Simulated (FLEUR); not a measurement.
ZnS: band structure with LDA

**What was measured.**

“Electronic, vibrational, and thermodynamic properties of ZnS (zincblende and rocksalt structure)”, 2009, arxiv:0911.5022 quotes, for a bulk crystal of ZnS at 19 K: band gap 3.85 eV (direct).

Crystal: ZnS.

```
Zn S
1.0
     0.00000    2.70200    2.70200
     2.70200    0.00000    2.70200
     2.70200    2.70200    0.00000
Zn S
1 1
Cartesian
  4.0530 4.0530 4.0530
  0.0000 0.0000 0.0000
```

- Program: FLEUR MaX-R8.1 (later development tree)
- Task: band structure
- Functional: LDA
- Potentials or basis: all-electron
- Basis: FLAPW
- Kmax: 5.1 1/bohr
- k mesh: 9 × 9 × 9
- Occupations: fermi-dirac, width 0.05 eV
- Spin: no spin polarisation
- Gmax: 15.8 1/bohr
- Muffin-tin radii: Zn 2.18, S 1.92 bohr
- lmax: Zn 9, S 8
- lnonsphr: Zn 9, S 8
- Local orbitals a species: Zn 6, S 4
- Max iterations: 60
- Mixing factor: 0.05
- Mixer: Anderson
- Mixer history: 15
- Density convergence: 1e-05 me/bohr^3

```
Band gap on the k mesh                                : 1.86 eV, direct
Band gap along the path                               : 1.86 eV, direct
Valence electrons inside the program's atomic spheres : Zn 18.53; S 3.64 (radii Zn 2.18, S 1.92 bohr)
```

Levels at the corners of the path, in eV from the valence-band top:
| point | band 9 | band 10 | band 11 | band 12 | band 13 | band 14 | band 15 | band 16 | band 17 | band 18 |
| --- | --- | --- | --- | --- | --- | --- | --- | --- | --- | --- |
| Γ | -6.00 | -6.00 | 0.00 | 0.00 | 0.00 | 1.86 | 6.22 | 6.22 | 6.22 | 11.52 |
| X | -5.93 | -5.78 | -4.67 | -2.24 | -2.24 | 3.19 | 3.88 | 10.70 | 11.74 | 11.74 |
| W | -6.04 | -5.59 | -4.68 | -2.80 | -2.77 | 5.52 | 5.89 | 7.66 | 7.99 | 12.19 |
| K | -5.97 | -5.65 | -4.71 | -3.17 | -1.83 | 3.93 | 5.80 | 9.14 | 9.60 | 10.41 |
| Γ | -6.00 | -6.00 | 0.00 | 0.00 | 0.00 | 1.86 | 6.22 | 6.22 | 6.22 | 11.52 |
| L | -5.97 | -5.79 | -5.38 | -0.88 | -0.88 | 3.09 | 6.76 | 6.76 | 8.62 | 11.84 |
| U | -5.97 | -5.65 | -4.71 | -3.17 | -1.83 | 3.93 | 5.80 | 9.14 | 9.60 | 10.41 |
| W | -6.04 | -5.59 | -4.68 | -2.80 | -2.77 | 5.52 | 5.89 | 7.66 | 7.99 | 12.19 |
| L | -5.97 | -5.79 | -5.38 | -0.88 | -0.88 | 3.09 | 6.76 | 6.76 | 8.62 | 11.84 |
| K | -5.97 | -5.65 | -4.71 | -3.17 | -1.83 | 3.93 | 5.80 | 9.14 | 9.60 | 10.41 |
| U | -5.97 | -5.65 | -4.71 | -3.17 | -1.83 | 3.93 | 5.80 | 9.14 | 9.60 | 10.41 |
| X | -5.93 | -5.78 | -4.67 | -2.24 | -2.24 | 3.19 | 3.88 | 10.70 | 11.74 | 11.74 |

Core levels (eV from the Fermi level):
```
atom                                                     levels
1 Zn  1s1/2 -9500.4, 2s1/2 -1151.3, 2p1/2 -1014.6, 2p3/2 -990.8
 2 S    1s1/2 -2389.7, 2s1/2 -203.7, 2p1/2 -150.2, 2p3/2 -149.0
```

Wall time 2.3 min on 1 thread of Intel(R) Xeon(R) Platinum 8223CL CPU @ 3.00GHz (Skylake/Cascade Lake), on a shared host, peak memory 0.08 GiB.

Measured gap of ZnS: 3.85 eV (direct; 19 K; quoted in “Electronic, vibrational, and thermodynamic properties of ZnS (zincblende and rocksalt structure)”, 2009, arxiv:0911.5022). This calculation gives 1.86 eV (-1.99 eV). So large a miss can be the level of theory's own, or it may mean another phase, state or a wrong row. The value is that of LDA, without temperature or zero-point motion. Semilocal functionals fall short of measured gaps as a rule.
